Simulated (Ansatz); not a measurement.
## NaH: experiment and calculation

**Measured values to compare with.**

From a printed reference work (textbook), for a bulk crystal of NaH: lattice constant a 4.88 Å.

The calculation below tries to reproduce these values; the comparison stands at the end.

All numbers below come from DFT PBE, scalar-relativistic, plane waves, PAW in Ansatz.

Plane waves to 420 eV, a k mesh through Γ of 8×8×8 on the computed 2-atom cell and Gaussian smearing (0.02 eV); no spin polarisation.

Relaxed structure:

Space group Fm-3m (No. 225). a = 4.831 Å, b = 4.831 Å, c = 4.831 Å, α = 90.00°, β = 90.00°, γ = 90.00°
| atom | site | symmetry | x | y | z |
| --- | --- | --- | --- | --- | --- |
| Na | 4b | m-3m | 0.5000 | 0.0000 | 0.0000 |
| H | 4a | m-3m | 0.0000 | 0.0000 | 0.0000 |

| Quantity | Value |
| --- | --- |
| Space group | Fm-3m (No. 225) |
| Volume per atom | 14.10 Å³ |
| Formation energy from the elements' standard states (uncorrected) | -0.196 eV/atom |
| Kohn–Sham band gap | 3.76 eV |
| Orbital (Löwdin) character of the top 1 eV of the valence band | H 1s 91 %, Na 3s 7 % |
| Orbital (Löwdin) character of the lowest 1 eV of the conduction band | Na 3s 79 %, unprojected 16 % |
| Bader charge by site (e) | Na (1 in the cell) 0.80, H (1 in the cell) -0.80 |

Against the measured lattice constant a of NaH, 4.88 Å (a printed reference work (textbook)), the calculated 4.831 Å is off by -1.0 %. The calculation is for 0 K without zero-point motion.

The cell was reached from a generator's guess, though it ends in a space group that the Crystallography Open Database lists for this formula. Kohn–Sham gaps at this level usually fall short of measured ones. Löwdin shares on free-atom orbitals overweight diffuse shells in the empty bands.
